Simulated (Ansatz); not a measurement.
**Cu: opening a crack plane**

Cu, I4/mmm, a = 2.951 Å, c = 2.759 Å. This isn't the element's structure at ambient conditions. Ansatz: PBE, PAW, 420 eV, Γ-centred 21×20×5 mesh on 8 atoms, Gaussian smearing 0.15 eV; no spin polarisation. One cut on (010) per cell of 8 atoms is opened rigidly by x, between planes of Cu and Cu that stand 1.48 Å apart; y is the energy per area (8.142 Å², 1 eV/Å² = 16.02 J/m²).

```
x (Å) y (J/m²)
 0.00     0.000
 0.25     0.182
 0.50         ?
 1.00     1.523
 1.50     2.241
 2.00     2.672
 3.00     3.009
 4.50     3.085
 6.00     3.091
```

Task: Fit the universal binding curve y = W[1 − (1 + x/l) e^(−x/l)] to the other rows, give the peak stress, and predict the missing value.

Result: Least squares gives W = 3.11 J/m² and l = 0.596 Å. The stress dy/dx peaks at x = l with W/(e l) = 19.2 GPa, for rigid faces. At x = 0.50: x/l = 0.839, y = 0.638 J/m². The run gave 0.588 J/m², so the fit is 0.050 J/m² too high, a small miss on the scale of the series.

Cost: 10 runs of about 10 core-minutes in all, on AMD EPYC 9R45 (Zen 5) (shared hosts).